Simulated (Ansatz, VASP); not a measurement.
One calculation of V3O, two programs

```
V O
1.0
     3.60798    0.00000    0.00000
     0.00000    3.60798    0.00000
     0.00000    0.00000    3.60798
V O
3 1
Direct
  0.50000 0.00000 0.50000
  0.00000 0.50000 0.50000
  0.50000 0.50000 0.00000
  0.00000 0.00000 0.00000
```

Change from the starting cell: species swapped into the NbZn3 type (Pm-3m, No. 221).

Alike in both runs: functional PBE; k mesh 12 × 12 × 12; occupations gaussian, width 0.1 eV; no spin polarisation.

Ansatz relaxed the structure, and its values are those at the end. VASP's run is a single point on that final structure, the one shown.

|  | VASP | Ansatz |
| --- | --- | --- |
| version | VASP 6.6.1 | Ansatz 0.2.0 |
| potentials or method | VASP PAW PBE potentials, release 64 (V_sv, O) | scalar-relativistic, plane waves, PAW |
| plane-wave cutoff (eV) | 520 | 420 |
| valence electrons in the cell | 45 | 45 |

|  | VASP | Ansatz | Ansatz less VASP |
| --- | --- | --- | --- |
| gap on the k mesh at the Fermi level (eV) | none | none | - |
| pressure (GPa) | 0.2 | 0.0 | -0.21 |

A gap of «none» marks a metal or a gap that the smearing closes.

Caveats: an odd number of electrons without spin polarisation forces a metal; a magnetic or distorted state may lie lower; the run has no spin polarisation, though such a crystal can be magnetic; semilocal functionals often make such compounds metallic where correlation or magnetic order opens a gap, which also shifts bond lengths.
